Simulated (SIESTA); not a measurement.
Ag:

```
Ag
1.0
    -1.65565    1.65565    1.65565
     1.65565   -1.65565    1.65565
     1.65565    1.65565   -1.65565
Ag
1
Direct
  0.00000 0.00000 0.00000
```

This isn't the form of Ag at room conditions, which is fcc.

* Program: SIESTA 5.4.2
* Task: relaxation of cell and atoms
* Functional: PBEsol
* Potentials or basis: PseudoDojo 0.4 standard (PBEsol files)
* Basis: DZP (energy shift 0.003 Ry; two zetas on semicore shells)
* Grid cutoff: 800 Ry
* Energy shift: 0.003 Ry
* k mesh: 8 × 8 × 8
* Occupations: fermi-dirac, width 0.05 eV
* Spin: no spin polarisation

At the start: pressure -7.1 GPa; volume 18.15 Å³/atom.

Task: Where does the relaxation end?

Result: Over 5 steps the energy falls by 33.6 meV/atom and the volume is 16.86 Å³/atom (-7.1 %); space group Im-3m (No. 229, to 0.05 Å).

Step by step:
```csv
step,energy change (eV),largest force (eV/Å),pressure (GPa),volume (Å³)
1,0.0000,0.0000,-7.05,18.15
2,-0.0230,0.0000,-4.28,17.54
3,-0.0332,0.0000,1.10,16.71
4,-0.0335,0.0000,-0.10,16.87
5,-0.0336,0.0000,0.00,16.86
```

Final structure:
```yaml
crystal:
  lattice:
    - [-1.61536, 1.61529, 1.61529]
    - [1.61529, -1.61536, 1.61529]
    - [1.61529, 1.61529, -1.61536]
  atoms:
    - { symbol: Ag, position: [0.00000, 0.00000, 0.00000] }
```

Caveat: short orbitals over semicore shells can move pressures by several GPa; the basis of atomic orbitals isn't converged, which shifts pressures, moduli and gaps.
